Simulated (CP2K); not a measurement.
Runs of CP2K 2026.2 on MgS (Niningerite). It takes space group Fm-3m (No. 225, cubic). Conventional cell: a = 5.203 Å, b = 5.203 Å, c = 5.203 Å, α = 90.00°, β = 90.00°, γ = 90.00°. S (site symmetry m-3m) is surrounded by 6 Mg at 2.60 Å. Mg (site symmetry m-3m) has 6 S at 2.60 Å as nearest neighbours. 

```tsv
task	level	potentials or basis	EPS_DEFAULT	NGRIDS	points a segment of the path (NPOINTS)	bands added on the path	gap on the mesh (eV)	pressure (GPa)
single point	PBEsol	POTENTIAL_UZH S GTH-PBE-q6, Mg GTH-PBE-q10; TZVP-MOLOPT-PBE-GTH basis	1.0E-10	4	-	-	2.73	1.1
band structure	LDA	GTH_POTENTIALS S GTH-PADE-q6, Mg GTH-PADE-q10; TZVP-MOLOPT-PBE-GTH basis	1.0E-9	5	10	4	(a)	-1.6
band structure	r2SCAN	POTENTIAL_UZH S GTH-SCAN-q6, Mg GTH-SCAN-q10; TZVP-MOLOPT-SCAN-GTH basis	1.0E-9	5	6	6	3.61	1.0
band structure	PBEsol	POTENTIAL_UZH S GTH-PBE-q6, Mg GTH-PBE-q10; TZVP-MOLOPT-PBE-GTH basis	1.0E-10	4	8	6	2.73	1.1
```

Alike in all rows: no spin polarisation; cell as given; k mesh 9 × 9 × 9; smearing fermi-dirac 0.05 eV.

**Question.** Fill in the values left out.

**Answer.** (a) 2.61.

Caveats: the basis of atomic orbitals isn't converged, which shifts pressures, moduli and gaps; the mesh misses the band edges, which the band path finds closer together (some runs); the potentials were made for another functional, which shifts forces and pressure (some runs); an odd mesh through Γ misses points on the zone boundary, where band edges often lie (some runs).
